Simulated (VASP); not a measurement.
A run of VASP 6.6.1:

INCAR

```
PREC = Accurate ; ENCUT = 520
EDIFF = 1E-6 ; ISMEAR = -1
SIGMA = 0.3 ; LREAL = Auto
LASPH = T ; NELM = 100
ALGO = Fast ; ISIF = 2
LWAVE = F ; LCHARG = F
GGA = PE ; NBANDS = 46
```

The input KPOINTS:

```
Automatic mesh
0
Gamma
  2 2 2
```

POSCAR

```
Si
1.0
    0.0000000000      5.4300000000      5.4300000000
    5.4300000000      0.0000000000      5.4300000000
    5.4300000000      5.4300000000      0.0000000000
Si
16
Direct
   -0.1261325967     -0.3044751381      0.4304051565
    0.3432228361     -0.1420073665      0.1328729282
    0.1711970534     -0.0836832413      0.7192081031
    0.0151289134      0.0710589319      1.0237292818
    0.0816758748      0.2781952118      0.1934622468
    0.2498342541      0.6376243094      0.0552486188
    0.0704051565      0.6359116022      0.8195948435
   -0.2021362799      0.9625230203      0.7937200737
    0.4401473297      0.3480847145     -0.5454327808
    0.6789042357     -0.0439871087      0.1632504604
    0.3125690608      0.1742081031      0.3562707182
    0.9291160221     -0.0055985267      0.4534254144
    0.6422467772      0.3708287293     -0.0093370166
    0.5658287293      0.9460497238     -0.3353130755
    0.1583057090      0.6393738490      0.4907550645
    0.6697053407      0.5159116022      0.2581215470
```

Potentials or basis: VASP PAW PBE potentials, release 64 (Si).

Command:

```console
$ cat potpaw_PBE.64/Si/POTCAR > POTCAR
$ mpirun -np 1 vasp_std > vasp.out
```

Hardware: 1 thread of Intel(R) Xeon(R) 6975P-C (Granite Rapids), with other jobs on the host.

Task: How long does it take, and how much memory?

Result: Run time: 2.3 min on 1 thread of Intel(R) Xeon(R) 6975P-C (Granite Rapids) (shared host), peak memory 0.45 GiB. Counts: scf iterations 15, k points 8.
